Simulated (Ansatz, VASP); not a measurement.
# Two plane-wave programs on AlRu

The input INCAR:

```
SYSTEM = AlRu
ALGO = Fast ; EDIFF = 1E-7
ENCUT = 520 ; GGA = PE
ISIF = 2 ; ISMEAR = 0
IVDW = 12 ; LASPH = .True.
LCHARG = .True. ; LELF = .True.
LREAL = .False. ; LVHAR = .True.
LWAVE = .False. ; NBANDS = 16
NELM = 80 ; PREC = Accurate
SIGMA = 0.1
```

KPOINTS

```
k-points
0
Gamma
  6 6 6
  0 0 0
```

POSCAR

```
AlRu
1.0
    2.9916000000      0.0000000000      0.0000000000
    0.0000000000      2.9916000000      0.0000000000
    0.0000000000      0.0000000000      2.9916000000
Al Ru
1 1
Direct
    0.0000000000      0.0000000000      0.0000000000
    0.5000000000      0.5000000000      0.5000000000
```

Input for Ansatz:

```yaml
crystal:
  lattice:
    - [2.9916, 0.0, 0.0]
    - [0.0, 2.9916, 0.0]
    - [0.0, 0.0, 2.9916]
  atoms:
    - { symbol: Al, position: [0.0, 0.0, 0.0] }
    - { symbol: Ru, position: [0.5, 0.5, 0.5] }
basis:
  ecutwfc: 420
kpoints:
  mp_grid: { grid: [6, 6, 6] }
hamiltonian:
  xc: pbe
  dispersion: d3bj
scf:
  occupations: { method: gaussian, width: 0.1 }
output:
  forces: true
  stress: true
  eigenvalues: true
```

Alike in both runs: task single point; functional PBE; dispersion D3(BJ); k mesh 6 × 6 × 6; occupations gaussian, width 0.1 eV; no spin polarisation.

```csv
,VASP,Ansatz
version,VASP 6.6.1,Ansatz 0.2.0
potentials or method,"VASP PAW PBE potentials, release 64 (Al, Ru_pv)","scalar-relativistic, plane waves, PAW"
plane-wave cutoff (eV),520,420
valence electrons in the cell,17,19
```

|  | VASP | Ansatz | Ansatz less VASP |
| --- | --- | --- | --- |
| gap on the k mesh at the Fermi level (eV) | none | none | - |
| pressure (GPa) | -4.0 | -3.9 | +0.03 |

A gap of «none» marks a metal or a gap that the smearing closes. The two sets of potentials don't hold the same shells in valence.

Caveats: pairwise dispersion overbinds metals, which lowers pressure and volume.
